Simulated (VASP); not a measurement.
# CdSe (P6_3mc) in VASP: further runs, part 2 of 2

VASP 6.6.1. The steps go on from the part before.

### 3 Single point, r2SCAN

This run uses another cell than the first one, of 29.80 Å³/atom, 1.010 times its volume.

POSCAR reads:

```
CdSe
1.0
    4.3856134114      0.0000000000      0.0000000000
   -2.1928067057      3.7980526255      0.0000000000
    0.0000000000      0.0000000000      7.1571808672
Cd Se
2 2
Direct
    0.6666666667      0.3333333333     -0.0003349498
    0.3333333333      0.6666666667      0.4996650502
    0.6666666667      0.3333333333      0.3753349498
    0.3333333333      0.6666666667      0.8753349498
```

INCAR.step1 reads:

```
SYSTEM = CdSe
PREC     = Accurate       ! precision mode
ENCUT    = 520            ! plane-wave cutoff, eV
ISMEAR   = 0              ! smearing method
SIGMA    = 0.05           ! smearing width, eV
LREAL    = .False.        ! projectors in reciprocal space
LASPH    = .True.         ! aspherical terms in the spheres
NELM     = 60             ! most SCF steps
NBANDS   = 26             ! bands
GGA      = PE             ! functional
ALGO     = Normal         ! electronic algorithm
EDIFF    = 1E-4           ! SCF threshold, eV
LWAVE    = .True.         ! write WAVECAR
LCHARG   = .False.        ! write CHGCAR
```

INCAR.step2 reads:

```
SYSTEM = CdSe
PREC     = Accurate       ! precision mode
ENCUT    = 520            ! plane-wave cutoff, eV
EDIFF    = 1E-7           ! SCF threshold, eV
ISMEAR   = 0              ! smearing method
SIGMA    = 0.05           ! smearing width, eV
LREAL    = .False.        ! projectors in reciprocal space
LASPH    = .True.         ! aspherical terms in the spheres
NELM     = 60             ! most SCF steps
ALGO     = Normal         ! electronic algorithm
ISIF     = 2              ! what is computed and relaxed
LWAVE    = .False.        ! write WAVECAR
LCHARG   = .False.        ! write CHGCAR
METAGGA  = R2SCAN         ! meta-GGA
LMIXTAU  = .True.       
NBANDS   = 26             ! bands
ISTART   = 1
```

KPOINTS reads:

```
Automatic mesh
0
Gamma
  10 10 6
  0 0 0
```

Potentials or basis: VASP PAW PBE potentials, release 64 (Cd, Se).

The run is started by

```sh
cat potpaw_PBE.64/Cd/POTCAR potpaw_PBE.64/Se/POTCAR > POTCAR
cp INCAR.step1 INCAR
mpirun -np 1 vasp_std > vasp.out
cp INCAR.step2 INCAR
mpirun -np 1 vasp_std > vasp.out
```

OUTCAR:

```text
SYSTEM = CdSe
   PREC = Accurate
   ENCUT = 520
   EDIFF = 1E-7
   ISMEAR = 0
   LREAL = .False.
   LASPH = .True.
   NELM = 60
   ISIF = 2
   METAGGA = R2SCAN
   ISTART = 1

 ion  position               nearest neighbor table
   1  0.667  0.333  1.000-   4 2.68   4 2.68   4 2.68   3 2.69
   2  0.333  0.667  0.500-   3 2.68   3 2.68   3 2.68   4 2.69
   3  0.667  0.333  0.375-   2 2.68   2 2.68   2 2.68   1 2.69
   4  0.333  0.667  0.875-   1 2.68   1 2.68   1 2.68   2 2.69

  LATTYP: Found a hexagonal cell.
 ALAT       =     4.3856134114
 C/A-ratio  =     1.6319680272

  Lattice vectors:

 A1 = (   4.3856134114,   0.0000000000,   0.0000000000)
 A2 = (  -2.1928067057,   3.7980526255,   0.0000000000)
 A3 = (   0.0000000000,   0.0000000000,   7.1571808672)

Analysis of symmetry for initial positions (statically):
=====================================================================
 Subroutine PRICEL returns:
 Original cell was already a primitive cell.

 Routine SETGRP: Setting up the symmetry group for a
 hexagonal supercell.

 Subroutine GETGRP returns: Found 12 space group operations
[... 166 lines left out ...]
  ext. energy  EPLUGINS =         0.00000000
  ---------------------------------------------------
  free energy    TOTEN  =       -71.82006483 eV

  energy without entropy =      -71.82006483  energy(sigma->0) =      -71.82006483

 E-fermi :   0.4484     XC(G=0):  -9.1463

 val. band max:        0.2038318145   @ k =   0.0000   0.0000   0.0000
 cond. band min:       1.2190730991   @ k =   0.0000   0.0000   0.0000
 fundamental gap:      1.0152412847
 Fermi energy:         0.4484270600

 k-point     1 :       0.0000    0.0000    0.0000
  band No.  band energies     occupation
      1     -12.5034      2.00000
      2     -12.1685      2.00000
      3      -7.7832      2.00000
      4      -7.7772      2.00000
      5      -7.7772      2.00000
      6      -7.7147      2.00000
[... 685 lines left out ...]
     25       8.4996      0.00000
     26       9.6904      0.00000

 [... further k-points ...]
[... 5 lines left out ...]
  --------------------------------------------------------------------------------------
  -------------------------------------------------------------------------------------
  Total       -0.9793456     -0.9793456     -0.9892432      0.0000000      0.0000000      0.0000000
  in kB      -13.1617383    -13.1617383    -13.2947547      0.0000000      0.0000000      0.0000000
  external PRESSURE =     -13.2060771 kB  Pullay stress =       0.0000000 kB

 VOLUME and BASIS-vectors are now :
 -----------------------------------------------------------------------------
  energy-cutoff  :      520.00
  volume of cell :      119.22
      direct lattice vectors                 reciprocal lattice vectors
     4.385613411  0.000000000  0.000000000     0.228018274  0.131646412  0.000000000
    -2.192806706  3.798052626  0.000000000     0.000000000  0.263292824  0.000000000
     0.000000000  0.000000000  7.157180867     0.000000000  0.000000000  0.139719817

 POSITION                                       TOTAL-FORCE (eV/Angst)
 -----------------------------------------------------------------------------------
      2.19281      1.26602      7.15478         0.000000     -0.000000     -0.005256
     -0.00000      2.53204      3.57619        -0.000000      0.000000     -0.005256
      2.19281      1.26602      2.68634         0.000000      0.000000      0.005256
     -0.00000      2.53204      6.26493         0.000000      0.000000      0.005256
 -----------------------------------------------------------------------------------
    total drift:                               -0.000000     -0.000000     -0.002975

  FREE ENERGIE OF THE ION-ELECTRON SYSTEM (eV)
  ---------------------------------------------------
  free  energy   TOTEN  =       -71.8200648339 eV

  energy  without entropy=      -71.8200648339  energy(sigma->0) =      -71.82006483
```

OUTCAR.step1:

```text
SYSTEM = CdSe
   PREC = Accurate
   ENCUT = 520
   ISMEAR = 0
   LREAL = .False.
   LASPH = .True.
   NELM = 60
[... 927 lines left out ...]
     -0.00000      2.53204      3.57619        -0.000000     -0.000000     -0.002999
      2.19281      1.26602      2.68634         0.000000      0.000000      0.002999
     -0.00000      2.53204      6.26493         0.000000     -0.000000      0.002999
 -----------------------------------------------------------------------------------
    total drift:                               -0.000000     -0.000000      0.000663

  FREE ENERGIE OF THE ION-ELECTRON SYSTEM (eV)
  ---------------------------------------------------
  free  energy   TOTEN  =       -10.9957278855 eV

  energy  without entropy=      -10.9957278855  energy(sigma->0) =      -10.99572789
```

OSZICAR.step1:

```text
N       E                     dE             d eps       ncg     rms          rms(c)
DAV:   1     0.237955624565E+03    0.23796E+03   -0.16924E+04  2912   0.124E+03
DAV:   2     0.972502420716E+00   -0.23698E+03   -0.22897E+03  3236   0.305E+02
DAV:   3    -0.116625322410E+02   -0.12635E+02   -0.12571E+02  3422   0.702E+01
DAV:   4    -0.117643715979E+02   -0.10184E+00   -0.10176E+00  3202   0.609E+00
DAV:   5    -0.117650235798E+02   -0.65198E-03   -0.65194E-03  3334   0.465E-01    0.779E+00
DAV:   6    -0.110270473726E+02    0.73798E+00   -0.12774E+00  3290   0.105E+01    0.627E+00
DAV:   7    -0.109953208565E+02    0.31727E-01   -0.47134E-01  3034   0.344E+00    0.258E+00
DAV:   8    -0.109953694900E+02   -0.48633E-04   -0.41836E-02  3036   0.201E+00    0.358E-01
DAV:   9    -0.109954442262E+02   -0.74736E-04   -0.62023E-03  3236   0.866E-01    0.896E-02
DAV:  10    -0.109956353975E+02   -0.19117E-03   -0.75914E-04  3028   0.285E-01    0.708E-02
DAV:  11    -0.109957278855E+02   -0.92488E-04   -0.22965E-04  2548   0.849E-02
   1 F= -.10995728E+02 E0= -.10995728E+02  d E =-.987980E-13
```

It took 6 min on 1 thread of Intel Xeon 6975P-C (Granite Rapids), shared host; peak memory 0.37 GiB.

What came out:

```
Free energy            : -71.8201 eV
Pressure               : -1.3 GPa
Largest force          : 0.005 eV/Å
Band gap on the k mesh : 1.02 eV, direct
```

Forces in eV/Å, atoms in the order of the input:
```
Cd   0.000  0.000 -0.005
Cd   0.000  0.000 -0.005
Se   0.000  0.000  0.005
Se   0.000  0.000  0.005
```

Levels at points of the mesh, in eV from the valence-band top:
| k point | band 14 | band 15 | band 16 | band 17 | band 18 | band 19 | band 20 | band 21 | band 22 | band 23 |
| --- | --- | --- | --- | --- | --- | --- | --- | --- | --- | --- |
| (0.00, 0.00, 0.00) | -0.69 | -0.69 | -0.04 | 0.00 | 0.00 | 1.02 | 2.60 | 6.37 | 6.37 | 6.66 |
| (0.50, 0.00, 0.00) | -3.40 | -2.45 | -1.70 | -1.21 | -0.69 | 3.55 | 3.70 | 5.10 | 6.41 | 6.92 |
| (0.00, 0.00, 0.50) | -2.49 | -0.36 | -0.36 | -0.36 | -0.36 | 2.71 | 2.71 | 6.21 | 6.21 | 6.75 |
| (0.50, 0.00, 0.50) | -3.94 | -1.25 | -1.25 | -1.23 | -1.23 | 3.30 | 3.30 | 5.25 | 5.25 | 8.01 |

Caveat: the PAW data sets were made with another functional, which shifts forces and pressure a little.

### 4 Against experiment

Step 2. A measured gap of CdSe is 1.841 eV (2 K; a printed reference work, data compilation); the calculated 1.04 eV misses it by -0.80 eV. Spin-orbit coupling on Cd, Se is left out. The value is that of r2SCAN, without temperature or zero-point motion.

Step 3. A measured gap of CdSe is 1.841 eV (2 K; a printed reference work, data compilation); the calculated 1.02 eV misses it by -0.83 eV. Spin-orbit coupling on Cd, Se is left out. The value is that of r2SCAN, without temperature or zero-point motion.
